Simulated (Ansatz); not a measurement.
This guess for Hf₅C₃ is about to be relaxed.

```
Hf C
1.0
     1.66000    0.95840   13.63333
    -1.66000    0.95840   13.63333
     0.00000   -1.91680   13.63333
Hf C
5 3
Direct
  0.80000 0.80000 0.80000
  0.40000 0.40000 0.40000
  0.20000 0.20000 0.20000
  0.60000 0.60000 0.60000
  0.00000 0.00000 0.00000
  0.10000 0.10000 0.10000
  0.50000 0.50000 0.50000
  0.90000 0.90000 0.90000
```

Theory: DFT PBE, scalar-relativistic, plane waves, PAW (Ansatz 0.2.0). Cutoff 420 eV, Gaussian smearing, Γ-centred meshes. Cell and atoms relax first on a coarse mesh, the cell is then made exact in the group found at 0.06 to 0.08 Å, and last on a converged mesh; the steps can't lower the symmetry of their start. No spin polarisation.

A guess keeps its type if space group and coordination stay and the shape of the cell changes little (axis ratios within about 15 %, angles within 6°); the volume may change.

Question: Does it keep its structure type, or change into something else?

Answer: It keeps its type. The symmetry stays R-3m (No. 166). The volume per atom shrinks by 5.3 %, from 16.3 to 15.4 Å³. The shortest distance goes from 2.35 Å (Hf–C) to 2.24 Å (Hf–C). The ratio c/a of the conventional cell changes by a factor of 0.97. Counting neighbours within 15 % of an atom's shortest distance, the start has C 6, Hf 3/6/12 and the end C 6, Hf 3/6/12.

The zero of energy is the elements' standard structures at the same level; no fitted shifts are applied.

Question: At what energy does it end?

Answer: −0.68 eV/atom.

The last run used a 12×12×12 mesh for its 8-atom cell and Gaussian smearing of 0.10 eV. Spin–orbit coupling, which can matter for Hf, is left out. The reference form of C is held partly by dispersion forces, which this level lacks. Symmetry constrained the relaxation, so the result can be a saddle point. Another cell of the same search, in R-3m, lies 40 meV/atom lower, so this cell isn't the stable form at this level.

In counts of neighbours, a slash parts the counts of unlike sites.
